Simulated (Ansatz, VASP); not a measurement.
**CO2 in VASP and in Ansatz**

```
C O
1.0
     5.62000    0.00000    0.00000
     0.00000    5.62000    0.00000
     0.00000    0.00000    5.62000
C O
4 8
Direct
  0.00000 0.00000 0.00000
  0.50000 0.00000 0.50000
  0.50000 0.50000 0.00000
  0.00000 0.50000 0.50000
  0.12003 0.12003 0.12003
  0.37997 0.87997 0.62003
  0.62003 0.37997 0.87997
  0.87997 0.62003 0.37997
  0.87997 0.87997 0.87997
  0.62003 0.12003 0.37997
  0.37997 0.62003 0.12003
  0.12003 0.37997 0.62003
```

Alike in both runs: functional PBE; k mesh 4 × 4 × 4; occupations fermi-dirac, width 0.02 eV; no spin polarisation.

Ansatz relaxed the structure, and its values are those at the end. VASP's run is a single point on that final structure, the one shown.

|  | VASP | Ansatz |
| --- | --- | --- |
| version | VASP 6.6.1 | Ansatz 0.2.0 |
| potentials or method | VASP PAW PBE potentials, release 64 (C, O) | plane-wave PAW, scalar-relativistic |
| plane-wave cutoff (eV) | 520 | 420 |
| valence electrons in the cell | 64 | 64 |

VASP gave:

```
gap on the k mesh at the Fermi level (eV) : 6.77
pressure (GPa)                            : 2.8
rms of the force components (eV/Å)        : 0.298
```

**Question.** What did Ansatz give for the same quantities?

**Answer.** gap on the k mesh at the Fermi level (eV): 6.79; pressure (GPa): 1.3; rms of the force components (eV/Å): 0.000.

One of these differences is far larger than is usual between the two programs; its cause wasn't traced. With one functional, cell and mesh, what is left measures potentials, basis and numerics. Ansatz warned: «stress_scf_threshold_loose».

Caveats: the standard files for N, O and F lose accuracy on very short bonds. A k mesh can miss the band edges.
